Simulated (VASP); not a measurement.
MnO:

```xyz
2
Lattice="0.0000 2.2220 2.2220 2.2220 0.0000 2.2220 2.2220 2.2220 0.0000" Properties=species:S:1:pos:R:3 pbc="T T T"
Mn    0.0000    0.0000    0.0000
O     2.2220    2.2220    2.2220
```

Base run:

| Item | Value |
| --- | --- |
| Program | VASP 6.6.1 |
| Functional | r2SCAN |
| Potentials or basis | VASP PAW PBE potentials, release 64 (Mn_pv, O) |
| Cutoff | 520 eV |
| k mesh | 7 × 7 × 7 |
| Occupations | fermi-dirac, width 0.05 eV |
| Spin | collinear spin, ferromagnetic start |
| Starting moments | [4.0, 0.0] μB |
| Hubbard terms | Mn d U = 6 eV |

Its results: band gap on the k mesh 1.33 eV, indirect (least direct gap 3.24 eV); pressure 4.8 GPa; net moment 5.00 μB per cell; site moments Mn +4.71; O +0.12 μB.

Question: The run is repeated on the same cell with these changes: hubbard terms from Mn d U = 6 eV to Mn d U = 2 eV. What comes out?

Answer: Band gap on the k mesh 0.52 eV, indirect (least direct gap 3.19 eV); pressure 2.4 GPa; net moment 5.00 μB per cell; site moments Mn +4.61; O +0.19 μB.

Caveats: the PAW data sets were made with another functional, which shifts forces and pressure a little; an odd mesh through Γ misses points on the zone boundary, where band edges often lie; a cell with one magnetic atom can't hold antiferromagnetic order, which such compounds often take.
